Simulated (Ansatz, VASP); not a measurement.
MgO in VASP and in Ansatz

```
Mg O
1.0
     3.53548    0.00000    0.00000
    -1.76774    3.06182    0.00000
     0.00000    0.00000    4.09698
Mg O
2 2
Cartesian
  1.7677 0.9466 3.0727
  0.0000 2.1153 1.0242
  1.7677 1.0751 1.0242
  0.0000 1.9867 3.0727
```

Change from the starting cell: mode 5 frozen in at -0.073 Å, strain +e along z and -e/2 along x and y -0.0233.

Alike in both runs: task single point; functional PBEsol; k mesh 9 × 9 × 6; occupations gaussian, width 0.05 eV; no spin polarisation.

|  | VASP | Ansatz |
| --- | --- | --- |
| version | VASP 6.6.1 | Ansatz 0.2.0 |
| potentials or method | VASP PAW PBE potentials, release 64 (Mg, O) | scalar-relativistic, plane waves, PAW |
| plane-wave cutoff (eV) | 520 | 520 |
| valence electrons in the cell | 16 | 32 |

Ansatz gave:

* gap on the k mesh at the Fermi level (eV): 3.29
* least direct gap on the mesh (eV): 3.29
* pressure (GPa): 0.6
* largest component of the traceless stress (GPa): 4.71
* rms of the force components (eV/Å): 0.270

Q: What did VASP give for the same quantities?

A: gap on the k mesh at the Fermi level (eV): 3.28; least direct gap on the mesh (eV): 3.28; pressure (GPa): 0.2; largest component of the traceless stress (GPa): 4.68; rms of the force components (eV/Å): 0.274.

Atom by atom the forces differ by 0.003 eV/Å (rms over components). The two sets of potentials don't hold the same shells in valence. Ansatz warned: «pseudo_functional_mismatch».

Caveats: the PAW data sets were made with another functional, which shifts forces and pressure a little (VASP).
